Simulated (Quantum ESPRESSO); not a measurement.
MoS2: dielectric tensor and Born charges under several settings

```
CELL_PARAMETERS angstrom
3.16900 0.00000 0.00000
-1.58450 2.74443 0.00000
0.00000 0.00000 12.32400
ATOMIC_POSITIONS crystal
Mo 0.66667 0.33333 0.75000
Mo 0.33333 0.66667 0.25000
S 0.66667 0.33333 0.37700
S 0.33333 0.66667 0.87700
S 0.66667 0.33333 0.12300
S 0.33333 0.66667 0.62300
```

All runs used Quantum ESPRESSO 7.5; potentials PseudoDojo 0.4.1 SR PBE standard; given cell; no spin polarisation; cutoff 1088 eV; occupations smeared at first, fixed for the response.

```csv
level,k mesh (s: shifted),ε∞ (diagonal),Born charge of atom 1 (e)
PBE,6 × 6 × 2s,"15.70, 15.70, 6.46",-0.91
PBE,8 × 8 × 2s,?,?
```

What stands in the row left open?

ε∞ 15.32, 15.32, 6.43; Born charge of atom 1 -0.88 e.

For the row left open. Caveat: the mesh is thin for the dielectric tensor, Born charges and intensities, which usually come out too large.
